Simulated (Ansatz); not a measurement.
An input for Ansatz 0.2.0 (MgO):

The input input.yaml:

```yaml
crystal:
  lattice:
    - [2.9380209034, 0.0, 0.0]
    - [-1.4690104517, 2.5444007392, 0.0]
    - [0.0, 0.0, 2.67968]
  atoms:
    - { symbol: Mg, position: [0.0, 0.0, 0.0] }
    - { symbol: O, position: [0.3333333333, 0.6666666667, 0.5] }
kpoints:
  mp_grid: { grid: [6, 6, 6] }
scf:
  occupations: { method: fermi_dirac, width: 0.05 }
hamiltonian:
  xc: pbe0
  pseudopotentials: { kind: all_electron, datasets: crystal }
output:
  forces: true
  stress: true
  eigenvalues: true
```

Potentials or basis: all-electron PAW datasets made for the crystal.

The run is started by

```console
$ ansatz run input.yaml --threads 1 --pin off --max-ram 3072MiB --backend cpu --events-out ev --progress --plain --runs-dir out
```

Q: What does the program do with it?

A: The run stopped without a result. It printed:

Output:

```text
Error: hamiltonian.pseudopotentials.datasets: crystal, beside a feature not held to (output.eigenvalues: true / output.band_residual_tolerance) — the datasets of this kind: all_electron run are made for its crystal, and no such run has been held to what stands beside, or a reason given rules it out; change each as told or leave it out, or set another kind (and leave the keys of all_electron out)
```
